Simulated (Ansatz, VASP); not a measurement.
## Two plane-wave programs on MgO

```
Mg O
1.0
     0.08007    2.13515    2.13515
     2.13515    0.08007    2.13515
     2.21522    2.21522    0.00000
Mg O
1 1
Direct
  0.00000 0.00000 0.00000
  0.50000 0.50000 0.50000
```

Change from the starting cell: strain +0.0750 x Voigt [0, 0, 0, 0, 0, 1], atoms carried along.

Alike in both runs: task single point; functional LDA; k mesh 10 × 10 × 10; occupations gaussian, width 0.05 eV; no spin polarisation.

|  | VASP | Ansatz |
| --- | --- | --- |
| version | VASP 6.6.1 | Ansatz 0.2.0 |
| potentials or method | VASP PAW LDA potentials, release 64 (Mg, O) | scalar-relativistic, plane waves, PAW |
| plane-wave cutoff (eV) | 520 | 420 |
| valence electrons in the cell | 8 | 16 |

```csv
,VASP,Ansatz,Ansatz less VASP
gap on the k mesh at the Fermi level (eV),3.92,3.92,+0.004
least direct gap on the mesh (eV),3.92,3.92,+0.004
pressure (GPa),-13.0,-11.3,+1.66
largest component of the traceless stress (GPa),10.71,10.56,-0.144
```

The two sets of potentials don't hold the same shells in valence.
